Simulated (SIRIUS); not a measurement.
Runs of SIRIUS 7.12.0 on Nd. It takes space group P6_3/mmc (No. 194, hexagonal). The conventional cell has a = 3.657 Å, b = 3.657 Å, c = 5.902 Å, α = 90.00°, β = 90.00°, γ = 120.00°. Nd (site symmetry -6m2) has 12 Nd at 3.63 to 3.66 Å as nearest neighbours. This isn't the form of Nd at room conditions, which is double hcp.

| spin | reference energy of the basis | gap on the mesh (eV) | moment (μB) |
| --- | --- | --- | --- |
| collinear, ferromagnetic start | 0.26 Ha | none | 8.29 |
| non-collinear, ferromagnetic start | 0.26 Ha | none | 8.22 |
| off | 0.28 Ha | none | - |
| collinear, antiferromagnetic start | 0.26 Ha | none | (a) |

Alike in all rows: task single point; level PBE; potentials or basis all-electron FP-LAPW, apw+lo standard; cell as given; k mesh 5 × 5 × 3; cutoff (eV) 168; smearing fermi-dirac 0.05 eV; the mesh is coarse, so values aren't converged.

**Question.** Fill in the values left out.

**Answer.** (a) 0.00.

Caveats: all runs use coarse meshes; the magnetic or orbital state may not be the lowest (some runs); spin-orbit coupling is left out, which moves the levels of the heavy elements (some runs).

A k mesh can miss the band edges, and the runs leave out spin-orbit coupling on Nd.

A gap of «none» marks a metal or a gap under the smearing width.
